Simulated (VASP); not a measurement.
# MgI2 (P-3m1) in VASP: notebook

The runs below take MgI2 through single point, with PBEsol.

Program: VASP 6.6.1. These are calculated values, not measurements. Logs are shortened: lines on timing, memory, paths and dates and some standing lists are left out, and cuts for length are marked.

## Step 1: The structure

The structure is trigonal, space group P-3m1 (No. 164). Conventional cell: a = 4.140 Å, b = 4.140 Å, c = 6.880 Å, α = 90.00°, β = 90.00°, γ = 120.00°. Around I (site symmetry 3m) lie 3 Mg at 2.94 Å. Mg (site symmetry -3m) has 6 I at 2.94 Å as nearest neighbours.

## Step 2: Single point, PBEsol

INCAR reads:

```
SYSTEM = MgI2
PREC = Accurate
ENCUT = 400
EDIFF = 1E-6
ISMEAR = 0
SIGMA = 0.05
LREAL = .FALSE.
LASPH = .TRUE.
NELM = 100
ALGO = Normal
ISIF = 2
LWAVE = .FALSE.
LCHARG = .FALSE.
GGA = PS
NBANDS = 15
ADDGRID = .FALSE.
```

KPOINTS reads:

```
regular mesh
0
G
  6 6 3
  0 0 0
```

POSCAR reads:

```
MgI2
1.0
    4.1400000000      0.0000000000      0.0000000000
   -2.0700000000      3.5853451717      0.0000000000
    0.0000000000      0.0000000000      6.8800000000
I Mg
2 1
Direct
    0.6666666667      0.3333333333      0.7500000000
    0.3333333333      0.6666666667      0.2500000000
    0.0000000000      0.0000000000      0.0000000000
```

Potentials or basis: VASP PAW PBE potentials, release 64 (I, Mg).

Command:

```bash
$ cat potpaw_PBE.64/I/POTCAR potpaw_PBE.64/Mg/POTCAR > POTCAR
$ mpirun -np 1 vasp_std > vasp.out
```

OUTCAR:

```text
SYSTEM = MgI2
   PREC = Accurate
   ENCUT = 400
   EDIFF = 1E-6
   ISMEAR = 0
   LREAL = .FALSE.
   LASPH = .TRUE.
   NELM = 100
   ISIF = 2
   GGA = PS

 Found     17 irreducible k-points:

 Following reciprocal coordinates:
            Coordinates               Weight
  0.000000  0.000000  0.000000      1.000000
  0.166667  0.000000  0.000000      6.000000
  0.333333  0.000000  0.000000      6.000000
  0.500000  0.000000  0.000000      3.000000
  0.166667  0.166667  0.000000      6.000000
  0.333333  0.166667  0.000000     12.000000
   k-points           NKPTS =     17   k-points in BZ     NKDIM =     17   number of bands    NBANDS=     15
   number of dos      NEDOS =    301   number of ions     NIONS =      3
   total plane-waves  NPLWV =  37632
   dimension x,y,z NGX =    28 NGY =   28 NGZ =   48
   dimension x,y,z NGXF=    56 NGYF=   56 NGZF=   96
   ions per type =               2   1
   NGX,Y,Z   is equivalent  to a cutoff of  11.24, 11.24, 11.60 a.u.
   NGXF,Y,Z  is equivalent  to a cutoff of  22.49, 22.49, 23.20 a.u.
 SYSTEM =  MgI2
   PREC   = accura    normal or accurate (medium, high low for compatibility)
   ISTART =      0    job   : 0-new  1-cont  2-samecut
   ICHARG =      2    charge: 1-file 2-atom 10-const
   ISPIN  =      1    spin polarized calculation?
   LNONCOLLINEAR =      F non collinear calculations
   LSORBIT =      F    spin-orbit coupling
   LASPH  =      T    aspherical Exc in radial PAW
   ENCUT  =  400.0 eV  29.40 Ry    5.42 a.u.   6.75  6.75 11.22*2*pi/ulx,y,z
   NELM   =    100;   NELMIN=  2; NELMDL= -5     # of ELM steps
   EDIFF  = 0.1E-05   stopping-criterion for ELM
   LREAL  =      F    real-space projection
   EDIFFG = 0.1E-04   stopping-criterion for IOM
   NSW    =      0    number of steps for IOM
   IBRION =     -1    ionic relax: 0-MD 1-quasi-New 2-CG
   NFREE  =      0    steps in history (QN), initial steepest desc. (CG)
   ISIF   =      2    stress and relaxation
   ISYM   =      2    0-nonsym 1-usesym 2-fastsym
   POTIM  = 0.5000    time-step for ionic-motion
   TEBEG  =    0.0;   TEEND  =   0.0 temperature during run
   PSTRESS=    0.0 pullay stress
   NELECT =      16.0000    total number of electrons
   NUPDOWN=      -1.0000    fix difference up-down
   EMIN   =  10.00;   EMAX   =-10.00  energy-range for DOS
   EFERMI =   0.00;   METHOD = LEGACY
   ISMEAR =     0;   SIGMA  =   0.05  broadening in eV -4-tet -1-fermi 0-gaus
   EFERMI_NEDOS =   21; number of points for ismear=-14 and -15
   IALGO  =     38    algorithm
   IMIX   =      4    mixing-type and parameters
     AMIX     =   0.40;   BMIX     =  1.00
     AMIX_MAG =   1.60;   BMIX_MAG =  1.00
  volume/ion in A,a.u.               =      34.04       229.72
  Fermi-wavevector in a.u.,A,eV,Ry     =   0.882555  1.667786 10.597613  0.778903
  Thomas-Fermi vector in A             =   2.003202
   LORBIT       =      0    0 simple, 1 ext, 2 COOP (PROOUT), +10 PAW based schemes
   GGA     = PS    functional components
   LHFCALC =     F    Hartree Fock is set to
   AEXX    =    0.0000 exact exchange contribution
   IVDW    =     0    specifies the selected vdW correction
   LEPSILON=     F    determine dielectric tensor
   LRPA    =     F    only Hartree local field effects (RPA)
 non-spin polarized calculation
 Gauss-broadening in eV      SIGMA  =   0.05
  energy-cutoff  :      400.00
  volume of cell :      102.12
 maximum number of plane-waves:      1870
 NGX is ok and might be reduce to    28
   NGX = 13   NGY = 13   NGZ = 23

 number of electron      15.9999999 magnetization

 Free energy of the ion-electron system (eV)
  ---------------------------------------------------
  ext. energy  EPLUGINS =         0.00000000
  ---------------------------------------------------
  free energy    TOTEN  =        -8.40204650 eV

  energy without entropy =       -8.40204650  energy(sigma->0) =       -8.40204650

 E-fermi :   2.5027     XC(G=0):  -8.4215

 val. band max:        2.2615057686   @ k =   0.0000   0.0000   0.0000
 cond. band min:       5.6576535245   @ k =   0.5000   0.0000   0.3333
 fundamental gap:      3.3961477559
 Fermi energy:         2.5027107375

 k-point     1 :       0.0000    0.0000    0.0000
  band No.  band energies     occupation
      1      -9.8098      2.00000
      2      -9.1286      2.00000
      3      -1.3682      2.00000
      4       1.8918      2.00000
      5       1.8918      2.00000
      6       2.2405      2.00000
      7       2.2615      2.00000
      8       2.2615      2.00000
      9       5.7711      0.00000
     10       6.9852      0.00000
     11       9.0045      0.00000
     12       9.0045      0.00000
     13       9.5979      0.00000
     14      10.4398      0.00000
     15      10.4398      0.00000

 k-point     2 :       0.1667    0.0000    0.0000
  band No.  band energies     occupation
      1      -9.6679      2.00000
      2      -9.0530      2.00000
      3      -1.1583      2.00000
      4       0.8769      2.00000
      5       1.3547      2.00000
      6       1.5816      2.00000
      7       2.1398      2.00000
      8       2.1947      2.00000
      9       6.6793      0.00000
     10       7.6149      0.00000
     11       8.3921      0.00000
     12       9.3154      0.00000
     13       9.3597      0.00000
     14      10.1515      0.00000
     15      10.8255      0.00000

 k-point     3 :       0.3333    0.0000    0.0000
  band No.  band energies     occupation
      1      -9.3301      2.00000
      2      -8.9177      2.00000
      3      -0.8870      2.00000
      4      -0.3263      2.00000
      5       0.2358      2.00000
      6       1.1379      2.00000
      7       1.7468      2.00000
      8       1.9687      2.00000
      9       6.2864      0.00000
     10       7.5569      0.00000
     11       7.9642      0.00000
     12       9.2287      0.00000
     13       9.6046      0.00000
     14      10.9134      0.00000
     15      11.3577      0.00000

 k-point     4 :       0.5000    0.0000    0.0000
  band No.  band energies     occupation
      1      -9.0958      2.00000
      2      -8.8924      2.00000
      3      -1.2983      2.00000
      4      -0.5267      2.00000
      5       0.3047      2.00000
      6       0.9562      2.00000
      7       1.2855      2.00000
      8       1.8494      2.00000
      9       5.8616      0.00000
     10       7.4307      0.00000
     11       7.5420      0.00000
     12       9.0652      0.00000
     13       9.9607      0.00000
     14      11.4744      0.00000
     15      12.0252      0.00000

 k-point     5 :       0.1667    0.1667    0.0000
  band No.  band energies     occupation
      1      -9.4258      2.00000
      2      -8.9462      2.00000
      3      -0.8458      2.00000
      4       0.1704      2.00000
      5       0.1812      2.00000
      6       1.3064      2.00000
      7       1.6254      2.00000
      8       1.9304      2.00000
      9       6.8949      0.00000
     10       8.1620      0.00000
     11       8.8096      0.00000
     12       9.0063      0.00000
     13       9.0489      0.00000
     14       9.2762      0.00000
     15      11.5689      0.00000

 k-point     6 :       0.3333    0.1667    0.0000
  band No.  band energies     occupation
      1      -9.1117      2.00000
      2      -8.8789      2.00000
      3      -1.0662      2.00000
      4      -0.3324      2.00000
      5       0.2348      2.00000
      6       0.5911      2.00000
      7       1.2232      2.00000
      8       1.4341      2.00000
      9       6.2203      0.00000
     10       8.2051      0.00000
     11       8.4664      0.00000
     12       9.0809      0.00000
     13       9.9110      0.00000
     14      10.7349      0.00000
     15      11.4063      0.00000

 [... further k-points ...]

------------------------ aborting loop because EDIFF is reached ----------------------------------------

  FORCE on cell =-STRESS in cart. coord.  units (eV):
  Direction    XX          YY          ZZ          XY          YZ          ZX
  --------------------------------------------------------------------------------------
  -------------------------------------------------------------------------------------
  Total       -0.4397268     -0.4397268     -0.7277073      0.0000000      0.0000000     -0.0000000
  in kB       -6.8988040     -6.8988040    -11.4168838      0.0000000      0.0000000     -0.0000000
  external PRESSURE =      -8.4048306 kB  Pullay stress =       0.0000000 kB

 VOLUME and BASIS-vectors are now :
 -----------------------------------------------------------------------------
  energy-cutoff  :      400.00
  volume of cell :      102.12
      direct lattice vectors                 reciprocal lattice vectors
     4.140000000  0.000000000  0.000000000     0.241545894  0.139456587  0.000000000
    -2.070000000  3.585345172  0.000000000     0.000000000  0.278913174  0.000000000
     0.000000000  0.000000000  6.880000000     0.000000000  0.000000000  0.145348837

 POSITION                                       TOTAL-FORCE (eV/Angst)
 -----------------------------------------------------------------------------------
      2.07000      1.19512      5.16000        -0.000000      0.000000      0.300412
     -0.00000      2.39023      1.72000         0.000000      0.000000     -0.300412
      0.00000      0.00000      0.00000        -0.000000      0.000000      0.000000
 -----------------------------------------------------------------------------------
    total drift:                                0.000000     -0.000000     -0.000000

  FREE ENERGIE OF THE ION-ELECTRON SYSTEM (eV)
  ---------------------------------------------------
  free  energy   TOTEN  =        -8.4020464970 eV

  energy  without entropy=       -8.4020464970  energy(sigma->0) =       -8.40204650
```

Wall time 11 s (1 thread of Intel Xeon Platinum 8488C (Sapphire Rapids), shared host); peak memory 0.18 GiB.

The run converged, but some of its settings lie outside the range that counts as converged, so its numbers aren't taken as properties of the crystal.

What came out:

| Quantity | Value |
| --- | --- |
| Free energy | -8.4020 eV |
| Pressure | -0.8 GPa |
| Largest force | 0.300 eV/Å |
| Band gap on the k mesh | 3.40 eV, indirect (least direct gap 3.51 eV) |

Caveat: the PAW data sets were made with another functional, which shifts forces and pressure a little; spin-orbit coupling is left out, which moves the levels of the heavy elements; an odd mesh through Γ misses points on the zone boundary, where band edges often lie; the cell's inner coordinates are idealised or old, which leaves forces on the atoms; this functional lacks dispersion, which binds the layers, so the pressure and a relaxed spacing across them are unreliable.

## Step 3: Single point, PBEsol

INCAR: that of step 2 with these lines changed.

```diff
@@ -2,3 +2,3 @@
 PREC = Accurate
-ENCUT = 400
+ENCUT = 250
 EDIFF = 1E-6
```

KPOINTS reads:

```
regular mesh
0
G
  8 8 4
  0 0 0
```

POSCAR is that of step 2.

Potentials or basis: VASP PAW PBE potentials, release 64 (I, Mg).

Command:

```bash
$ cat potpaw_PBE.64/I/POTCAR potpaw_PBE.64/Mg/POTCAR > POTCAR
$ mpirun -np 1 vasp_std > vasp.out
```

Wall time 9.5 s (1 thread of Intel Xeon Platinum 8488C (Sapphire Rapids), shared host); peak memory 0.16 GiB.

These settings aren't checked as converged: the numbers below hold their error.

What came out:

* Free energy: -8.4025 eV
* Pressure: -0.8 GPa
* Largest force: 0.296 eV/Å
* Band gap on the k mesh: 3.43 eV, indirect (least direct gap 3.51 eV)

Caveat: the PAW data sets were made with another functional, which shifts forces and pressure a little; spin-orbit coupling is left out, which moves the levels of the heavy elements; the cell's inner coordinates are idealised or old, which leaves forces on the atoms; this functional lacks dispersion, which binds the layers, so the pressure and a relaxed spacing across them are unreliable.

## Step 4: Single point, PBEsol

INCAR: that of step 3 with these lines changed.

```diff
@@ -2,3 +2,3 @@
 PREC = Accurate
-ENCUT = 250
+ENCUT = 300
 EDIFF = 1E-6
```

KPOINTS reads:

```
regular mesh
0
G
  7 7 4
  0 0 0
```

POSCAR is that of step 3.

Command:

```bash
$ cat potpaw_PBE.64/I/POTCAR potpaw_PBE.64/Mg/POTCAR > POTCAR
$ mpirun -np 1 vasp_std > vasp.out
```

Wall time 9.2 s (1 thread of Intel Xeon Platinum 8488C (Sapphire Rapids), shared host); peak memory 0.16 GiB.

The run converged, but some of its settings lie outside the range that counts as converged, so its numbers aren't taken as properties of the crystal.

What came out:

```
Free energy            : -8.4035 eV
Pressure               : -0.8 GPa
Largest force          : 0.298 eV/Å
Band gap on the k mesh : 3.43 eV, indirect (least direct gap 3.51 eV)
```

Caveat: the PAW data sets were made with another functional, which shifts forces and pressure a little; spin-orbit coupling is left out, which moves the levels of the heavy elements; an odd mesh through Γ misses points on the zone boundary, where band edges often lie; the cell's inner coordinates are idealised or old, which leaves forces on the atoms; this functional lacks dispersion, which binds the layers, so the pressure and a relaxed spacing across them are unreliable.

## Step 5: Single point, PBEsol

INCAR: that of step 4 with these lines changed.

```diff
@@ -2,3 +2,3 @@
 PREC = Accurate
-ENCUT = 300
+ENCUT = 450
 EDIFF = 1E-6
```

KPOINTS reads:

```
regular mesh
0
G
  6 6 3
  0 0 0
```

POSCAR is that of step 4.

Command:

```bash
$ cat potpaw_PBE.64/I/POTCAR potpaw_PBE.64/Mg/POTCAR > POTCAR
$ mpirun -np 1 vasp_std > vasp.out
```

Wall time 13 s (1 thread of Intel Xeon Platinum 8488C (Sapphire Rapids), shared host); peak memory 0.19 GiB.

These settings aren't checked as converged: the numbers below hold their error.

Results:

```
Free energy            : -8.4021 eV
Pressure               : -0.8 GPa
Largest force          : 0.301 eV/Å
Band gap on the k mesh : 3.40 eV, indirect (least direct gap 3.51 eV)
```

Caveat: the PAW data sets were made with another functional, which shifts forces and pressure a little; spin-orbit coupling is left out, which moves the levels of the heavy elements; an odd mesh through Γ misses points on the zone boundary, where band edges often lie; the cell's inner coordinates are idealised or old, which leaves forces on the atoms; this functional lacks dispersion, which binds the layers, so the pressure and a relaxed spacing across them are unreliable.
